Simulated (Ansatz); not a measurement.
Runs of Ansatz 0.2.0 on Pd. The structure is hexagonal, space group P6_3/mmc (No. 194). The conventional cell has a = 2.784 Å, b = 2.784 Å, c = 4.629 Å, α = 90.00°, β = 90.00°, γ = 120.00°. Pd (site symmetry -6m2) has 12 Pd at 2.78 to 2.82 Å as nearest neighbours. This isn't the form of Pd at room conditions, which is fcc.

| level | potentials or basis | spin | k mesh | basis error allowed | pressure (GPa) |
| --- | --- | --- | --- | --- | --- |
| PBEsol | all-electron LAPW, relativistic spinors | SOC, no magnetisation | 8 × 8 × 4 | 0.001 eV/atom | -10.1 |
| PBEsol | all-electron LAPW, non-relativistic | off | 11 × 11 × 6 | 0.001 eV/atom | (a) |
| PBEsol | all-electron LAPW, inner shells corrected to Dirac's equation | off | 11 × 11 × 6 | 0.001 eV/atom | -10.4 |
| LDA | all-electron LAPW, scalar-relativistic | off | 11 × 11 × 6 | 0.001 eV/atom | -15.7 |
| PBEsol | all-electron LAPW, scalar-relativistic | off | 8 × 8 × 4 | 0.001 eV/atom | -10.3 |
| PBEsol | all-electron LAPW, scalar-relativistic | off | 11 × 11 × 6 | 0.001 eV/atom | -10.4 |
| PBEsol | all-electron PAW datasets made for the crystal | off | 11 × 11 × 6 | - | -10.4 |

Alike in all rows: task band structure; cell as given; cutoff (eV) 260; smearing fermi-dirac 0.05 eV.

Fill in the values left out.

(a) -1.4.

Caveats: the k mesh is thin for a metal, which can move the energy by tens of meV per atom (some runs); relativity is left out, which matters for the heavier elements (some runs).

Not every run made on this cell is shown here.
